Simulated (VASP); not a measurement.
# BN (scan) (P6_3/mmc) in VASP: notebook

Runs on BN (scan). Level: r2SCAN. Tasks: single point, relaxation of cell and atoms.

Program: VASP 6.6.1. These are calculated values, not measurements. Logs are shortened: lines on timing, memory, paths and dates and some standing lists are left out, and cuts for length are marked.

### 1 The structure

The structure is hexagonal, space group P6_3/mmc (No. 194). The conventional cell has a = 2.501 Å, b = 2.501 Å, c = 6.886 Å, α = 90.00°, β = 90.00°, γ = 120.00°. Around B (site symmetry -6m2) lie 3 N at 1.44 Å. N (site symmetry -6m2) has 3 B at 1.44 Å as nearest neighbours.

### 2 Single point, r2SCAN

POSCAR reads:

```
BN
1.0
    2.5008750334      0.0000000000      0.0000000000
   -1.2504375167      2.1658213106      0.0000000000
    0.0000000000      0.0000000000      6.8856267291
B N
2 2
Direct
    0.3333333333      0.6666666667      0.2500000000
    0.6666666667      0.3333333333      0.7500000000
    0.3333333333      0.6666666667      0.7500000000
    0.6666666667      0.3333333333      0.2500000000
```

INCAR.step1 reads:

```
SYSTEM = BN
PREC = Accurate ; ENCUT = 520
ISMEAR = 0 ; SIGMA = 0.02
LREAL = .False. ; LASPH = .True.
NELM = 100 ; NBANDS = 16
GGA = PE ; ALGO = Normal
EDIFF = 1E-4 ; LWAVE = .True.
LCHARG = .False.
```

INCAR.step2 reads:

```
SYSTEM = BN
PREC = Accurate ; ENCUT = 520
EDIFF = 1E-7 ; ISMEAR = 0
SIGMA = 0.02 ; LREAL = .False.
LASPH = .True. ; NELM = 100
ALGO = Normal ; ISIF = 2
LWAVE = .False. ; LCHARG = .False.
METAGGA = R2SCAN ; LMIXTAU = .True.
NBANDS = 16 ; ISTART = 1
```

KPOINTS reads:

```
Automatic mesh
0
Gamma
  12 12 4
  0 0 0
```

Potentials or basis: VASP PAW PBE potentials, release 64 (B, N).

Started as:

```bash
$ cat potpaw_PBE.64/B/POTCAR potpaw_PBE.64/N/POTCAR > POTCAR
$ cp INCAR.step1 INCAR
$ mpirun -np 1 vasp_std > vasp.out
$ cp INCAR.step2 INCAR
$ mpirun -np 1 vasp_std > vasp.out
```

OUTCAR:

```text
SYSTEM = BN
   PREC = Accurate
   ENCUT = 520
   EDIFF = 1E-7
   ISMEAR = 0
   LREAL = .False.
   LASPH = .True.
   NELM = 100
   ISIF = 2
   METAGGA = R2SCAN
   ISTART = 1

 ion  position               nearest neighbor table
   1  0.333  0.667  0.250-   4 1.44   4 1.44   4 1.44
   2  0.667  0.333  0.750-   3 1.44   3 1.44   3 1.44
   3  0.333  0.667  0.750-   2 1.44   2 1.44   2 1.44
   4  0.667  0.333  0.250-   1 1.44   1 1.44   1 1.44

  LATTYP: Found a hexagonal cell.
 ALAT       =     2.5008750334
 C/A-ratio  =     2.7532870044

  Lattice vectors:

 A1 = (   2.5008750334,   0.0000000000,   0.0000000000)
 A2 = (  -1.2504375167,   2.1658213106,   0.0000000000)
 A3 = (   0.0000000000,   0.0000000000,   6.8856267291)

Analysis of symmetry for initial positions (statically):
=====================================================================
 Subroutine PRICEL returns:
 Original cell was already a primitive cell.

 Routine SETGRP: Setting up the symmetry group for a
 hexagonal supercell.

 Subroutine GETGRP returns: Found 24 space group operations
 (whereof 12 operations were pure point group operations)
 out of a pool of 24 trial point group operations.

The static configuration has the point symmetry D_3d.
 The point group associated with its full space group is D_6h.

Analysis of symmetry for dynamics (positions and initial velocities):
=====================================================================
 Subroutine PRICEL returns:
 Original cell was already a primitive cell.

 Routine SETGRP: Setting up the symmetry group for a
 hexagonal supercell.

 Subroutine GETGRP returns: Found 24 space group operations
 (whereof 12 operations were pure point group operations)
 out of a pool of 24 trial point group operations.

The dynamic configuration has the point symmetry D_3d.
 The point group associated with its full space group is D_6h.

 Subroutine INISYM returns: Found 24 space group operations
 (whereof 12 operations are pure point group operations),
 and found     1 'primitive' translations

----------------------------------------------------------------------------------------

                                     Primitive cell

  volume of cell :      37.2956

  direct lattice vectors                    reciprocal lattice vectors
     2.500875033  0.000000000  0.000000000     0.399860044  0.230859304  0.000000000
    -1.250437517  2.165821311  0.000000000     0.000000000  0.461718608  0.000000000
     0.000000000  0.000000000  6.885626729     0.000000000  0.000000000  0.145230062

[... 92 lines left out ...]
   NFREE  =      0    steps in history (QN), initial steepest desc. (CG)
   ISIF   =      2    stress and relaxation
   ISYM   =      2    0-nonsym 1-usesym 2-fastsym
   POTIM  = 0.5000    time-step for ionic-motion
   TEBEG  =    0.0;   TEEND  =   0.0 temperature during run
   PSTRESS=    0.0 pullay stress
   NELECT =      16.0000    total number of electrons
   NUPDOWN=      -1.0000    fix difference up-down
   EMIN   =  10.00;   EMAX   =-10.00  energy-range for DOS
   EFERMI =   0.00;   METHOD = LEGACY
   ISMEAR =     0;   SIGMA  =   0.02  broadening in eV -4-tet -1-fermi 0-gaus
   EFERMI_NEDOS =   21; number of points for ismear=-14 and -15
   IALGO  =     38    algorithm
   IMIX   =      4    mixing-type and parameters
     AMIX     =   0.40;   BMIX     =  1.00
     AMIX_MAG =   1.60;   BMIX_MAG =  1.00
  volume/ion in A,a.u.               =       9.32        62.92
  Fermi-wavevector in a.u.,A,eV,Ry     =   1.234702  2.333248 20.741930  1.524489
  Thomas-Fermi vector in A             =   2.369381
   LORBIT       =      0    0 simple, 1 ext, 2 COOP (PROOUT), +10 PAW based schemes
   METAGGA = R2SCAN    functional components
   LHFCALC =     F    Hartree Fock is set to
   AEXX    =    0.0000 exact exchange contribution
   IVDW    =     0    specifies the selected vdW correction
   LEPSILON=     F    determine dielectric tensor
   LRPA    =     F    only Hartree local field effects (RPA)
 non-spin polarized calculation
 Gauss-broadening in eV      SIGMA  =   0.02
  energy-cutoff  :      520.00
  volume of cell :       37.30
 maximum number of plane-waves:      1034
 NGX is ok and might be reduce to    20
   NGX =  9   NGY =  9   NGZ = 25

 number of electron      16.0000000 magnetization

 Free energy of the ion-electron system (eV)
  ---------------------------------------------------
  ext. energy  EPLUGINS =         0.00000000
  ---------------------------------------------------
  free energy    TOTEN  =       -38.59613917 eV

  energy without entropy =      -38.59613917  energy(sigma->0) =      -38.59613917

 E-fermi :   1.8630     XC(G=0): -10.5009

 val. band max:        1.7407881680   @ k =   0.3333   0.3333   0.5000
 cond. band min:       6.6702197453   @ k =   0.5000   0.0000   0.0000
 fundamental gap:      4.9294315774
 Fermi energy:         1.8630440790

 k-point     1 :       0.0000    0.0000    0.0000
  band No.  band energies     occupation
      1     -17.0431      2.00000
      2     -16.8243      2.00000
      3      -4.5032      2.00000
      4      -2.6723      2.00000
      5       0.3914      2.00000
      6       0.3914      2.00000
[... 433 lines left out ...]
      3      -5.4381      2.00000
      4      -5.3967      2.00000
      5      -1.9614      2.00000
      6      -1.9294      2.00000
[... 8 lines left out ...]
     15      19.3970      0.00000
     16      21.5474      0.00000

 [... further k-points ...]

------------------------ aborting loop because EDIFF is reached ----------------------------------------

  FORCE on cell =-STRESS in cart. coord.  units (eV):
  Direction    XX          YY          ZZ          XY          YZ          ZX
  --------------------------------------------------------------------------------------
  -------------------------------------------------------------------------------------
  Total        0.1661312      0.1661312     -0.0644464     -0.0000000      0.0000000      0.0000000
  in kB        7.1368042      7.1368042     -2.7685438     -0.0000000      0.0000000      0.0000000
  external PRESSURE =       3.8350215 kB  Pullay stress =       0.0000000 kB

 VOLUME and BASIS-vectors are now :
 -----------------------------------------------------------------------------
  energy-cutoff  :      520.00
  volume of cell :       37.30
      direct lattice vectors                 reciprocal lattice vectors
     2.500875033  0.000000000  0.000000000     0.399860044  0.230859304  0.000000000
    -1.250437517  2.165821311  0.000000000     0.000000000  0.461718608  0.000000000
     0.000000000  0.000000000  6.885626729     0.000000000  0.000000000  0.145230062

 POSITION                                       TOTAL-FORCE (eV/Angst)
 -----------------------------------------------------------------------------------
     -0.00000      1.44388      1.72141         0.000000      0.000000      0.000000
      1.25044      0.72194      5.16422         0.000000     -0.000000      0.000000
     -0.00000      1.44388      5.16422        -0.000000      0.000000      0.000000
      1.25044      0.72194      1.72141         0.000000      0.000000      0.000000
 -----------------------------------------------------------------------------------
    total drift:                               -0.000000      0.000000      0.000000

  FREE ENERGIE OF THE ION-ELECTRON SYSTEM (eV)
  ---------------------------------------------------
  free  energy   TOTEN  =       -38.5961391658 eV

  energy  without entropy=      -38.5961391658  energy(sigma->0) =      -38.59613917
```

OUTCAR.step1:

```text
SYSTEM = BN
   PREC = Accurate
   ENCUT = 520
   ISMEAR = 0
   LREAL = .False.
   LASPH = .True.
   NELM = 100
[... 688 lines left out ...]
      1.25044      0.72194      5.16422         0.000000     -0.000000      0.000000
     -0.00000      1.44388      5.16422         0.000000      0.000000      0.000000
      1.25044      0.72194      1.72141         0.000000     -0.000000      0.000000
 -----------------------------------------------------------------------------------
    total drift:                               -0.000000      0.000000      0.000000

  FREE ENERGIE OF THE ION-ELECTRON SYSTEM (eV)
  ---------------------------------------------------
  free  energy   TOTEN  =       -35.1702775197 eV

  energy  without entropy=      -35.1702775197  energy(sigma->0) =      -35.17027752
```

It took 53 s on 1 thread of Intel Xeon 6975P-C (Granite Rapids), shared host; peak memory 0.17 GiB.

What came out:

```yaml
Free_energy: -38.5961 eV
Pressure: 0.4 GPa
Band_gap_on_the_k_mesh: 4.93 eV, indirect (least direct gap 5.37 eV)
```

Caveat: the PAW data sets were made with another functional, which shifts forces and pressure a little. r2SCAN opens gaps a little over a GGA but as a rule still falls short of measured ones.

### 3 Relaxation of cell and atoms, r2SCAN

This run uses another cell than the first one, of 8.97 Å³/atom, 0.962 times its volume.

POSCAR reads:

```
BN
1.0
    2.4982400000      0.0000000000      0.0000000000
   -1.2491200000      2.1635393048      0.0000000000
    0.0000000000      0.0000000000      6.6357000000
B N
2 2
Direct
    0.3333333333      0.6666666667      0.2500000000
    0.6666666667      0.3333333333      0.7500000000
    0.3333333333      0.6666666667      0.7500000000
    0.6666666667      0.3333333333      0.2500000000
```

INCAR.step1 reads:

```
SYSTEM = BN
ALGO = Normal ; EDIFF = 1E-4
ENCUT = 600 ; GGA = PE
ISMEAR = 0 ; LASPH = .TRUE.
LCHARG = .FALSE. ; LREAL = .FALSE.
LWAVE = .TRUE. ; NELM = 100
PREC = Accurate ; SIGMA = 0.02
```

INCAR.step2 reads:

```
SYSTEM = BN
ALGO = Normal ; EDIFF = 1E-6
EDIFFG = -0.002 ; ENCUT = 600
IBRION = 2 ; ISIF = 3
ISMEAR = 0 ; ISTART = 1
LASPH = .TRUE. ; LCHARG = .FALSE.
LMIXTAU = .TRUE. ; LREAL = .FALSE.
LWAVE = .FALSE. ; METAGGA = R2SCAN
NELM = 100 ; NSW = 100
PREC = Accurate ; SIGMA = 0.02
```

KPOINTS reads:

```
k-points
0
G
  12 12 4
  0 0 0
```

Potentials or basis: VASP PAW PBE potentials, release 64 (B, N).

Started as:

```bash
$ cat potpaw_PBE.64/B/POTCAR potpaw_PBE.64/N/POTCAR > POTCAR
$ cp INCAR.step1 INCAR
$ mpirun -np 1 vasp_std > vasp.out
$ cp INCAR.step2 INCAR
$ mpirun -np 1 vasp_std > vasp.out
```

Wall time 6.1 min (1 thread of Intel Xeon 6975P-C (Granite Rapids), shared host); peak memory 0.17 GiB.

It converged, with:

| Property | Result |
| --- | --- |
| Free energy | -38.5988 eV |
| Relaxed volume | 9.28 Å³/atom |
| Relaxed cell | a = 2.503 Å, b = 2.503 Å, c = 6.841 Å, α = 90.00°, β = 90.00°, γ = 120.00° |
| Space group after relaxing (to 0.05 Å) | P6_3/mmc (No. 194) |
| Energy gained by relaxing | 0.9 meV/atom |
| Ionic steps | 11 |
| Pressure after relaxing | 0.0 GPa |
| Band gap on the k mesh | 4.92 eV, indirect (least direct gap 5.37 eV) |

The path:
```
step  energy change (eV)  largest force (eV/Å)  pressure (GPa)  volume (Å³)
   1              0.0000                0.0000            1.56        35.87
   2              0.0019                0.0000           -2.30        36.32
   3             -0.0009                0.0000            0.17        36.03
   4             -0.0012                0.0000            0.15        36.10
   5             -0.0021                0.0000            0.12        36.32
   6             -0.0032                0.0000            0.06        36.76
   7             -0.0029                0.0000           -0.01        37.63
   8             -0.0034                0.0000            0.02        37.13
   9             -0.0034                0.0000            0.03        37.10
  10             -0.0034                0.0000           -0.22        37.13
  11             -0.0034                0.0000            0.00        37.11
```

Final structure:
```xyz
4
Lattice="2.5026 0.0000 0.0000 -1.2513 2.1673 0.0000 0.0000 0.0000 6.8415" Properties=species:S:1:pos:R:3 pbc="T T T"
B     0.0000    1.4449    1.7104
B     1.2513    0.7224    5.1311
N     0.0000    1.4449    5.1311
N     1.2513    0.7224    1.7104
```

Levels at points of the mesh, in eV from the valence-band top:
| k point | band 4 | band 5 | band 6 | band 7 | band 8 | band 9 | band 10 | band 11 | band 12 |
| --- | --- | --- | --- | --- | --- | --- | --- | --- | --- |
| (0.00, 0.00, 0.00) | -4.37 | -1.35 | -1.35 | -1.32 | -1.32 | 5.43 | 10.67 | 12.32 | 12.32 |
| (0.50, 0.00, 0.00) | -9.21 | -4.29 | -4.24 | -1.36 | -0.50 | 4.92 | 6.21 | 10.20 | 10.70 |
| (0.00, 0.00, 0.50) | -5.41 | -1.34 | -1.34 | -1.34 | -1.34 | 7.76 | 7.76 | 12.38 | 12.38 |
| (0.50, 0.00, 0.50) | -9.24 | -4.26 | -4.26 | -0.92 | -0.92 | 5.36 | 5.36 | 10.63 | 10.63 |

Caveat: the PAW data sets were made with another functional, which shifts forces and pressure a little. Zero-point motion and thermal expansion aren't in these numbers.

### 4 Single point, r2SCAN

POSCAR reads:

```
BN
1.0
    2.5008750334      0.0000000000      0.0000000000
   -1.2504375167      2.1658213106      0.0000000000
    0.0000000000      0.0000000000      6.8856267291
B N
2 2
Direct
    0.3333333333      0.6666666667      0.2500000000
    0.6666666667      0.3333333333      0.7500000000
    0.3333333333      0.6666666667      0.7500000000
    0.6666666667      0.3333333333      0.2500000000
```

INCAR.step1 reads:

```
SYSTEM = BN
ALGO = Normal ; EDIFF = 1E-4
ENCUT = 520 ; GGA = PE
ISMEAR = 0 ; LASPH = .True.
LCHARG = .False. ; LREAL = .False.
LWAVE = .True. ; NBANDS = 16
NELM = 100 ; PREC = Accurate
SIGMA = 0.02
```

INCAR.step2 reads:

```
SYSTEM = BN
ALGO = Normal ; EDIFF = 1E-6
ENCUT = 520 ; ISIF = 2
ISMEAR = 0 ; ISTART = 1
LASPH = .True. ; LCHARG = .True.
LELF = .True. ; LMIXTAU = .True.
LREAL = .False. ; LVHAR = .True.
LWAVE = .False. ; METAGGA = R2SCAN
NBANDS = 16 ; NELM = 100
PREC = Accurate ; SIGMA = 0.02
```

KPOINTS reads:

```
k-points
0
Gamma
  12 12 4
  0 0 0
```

Started as:

```bash
$ cat potpaw_PBE.64/B/POTCAR potpaw_PBE.64/N/POTCAR > POTCAR
$ cp INCAR.step1 INCAR
$ mpirun -np 1 vasp_std > vasp.out
$ cp INCAR.step2 INCAR
$ mpirun -np 1 vasp_std > vasp.out
```

It took 53 s on 1 thread of Intel Xeon 6975P-C (Granite Rapids), shared host; peak memory 0.17 GiB.

Results (log left out):

| Quantity | Value |
| --- | --- |
| Free energy | -38.5961 eV |
| Pressure | 0.4 GPa |
| Band gap on the k mesh | 4.93 eV, indirect (least direct gap 5.37 eV) |

Stress tensor (GPa, compression positive):
```
 0.71  0.00  0.00
 0.00  0.71  0.00
 0.00  0.00 -0.28
```

Levels at points of the mesh, in eV from the valence-band top:
| k point | band 4 | band 5 | band 6 | band 7 | band 8 | band 9 | band 10 | band 11 | band 12 | band 13 |
| --- | --- | --- | --- | --- | --- | --- | --- | --- | --- | --- |
| (0.00, 0.00, 0.00) | -4.41 | -1.35 | -1.35 | -1.32 | -1.32 | 5.39 | 10.59 | 12.34 | 12.34 | 12.44 |
| (0.50, 0.00, 0.00) | -9.22 | -4.29 | -4.24 | -1.34 | -0.51 | 4.93 | 6.19 | 10.21 | 10.73 | 13.12 |
| (0.00, 0.00, 0.50) | -5.43 | -1.34 | -1.34 | -1.34 | -1.34 | 7.68 | 7.68 | 12.39 | 12.39 | 12.39 |
| (0.50, 0.00, 0.50) | -9.25 | -4.27 | -4.27 | -0.92 | -0.92 | 5.36 | 5.36 | 10.65 | 10.65 | 14.11 |

Caveat: the PAW data sets were made with another functional, which shifts forces and pressure a little. A k mesh can miss the band edges.
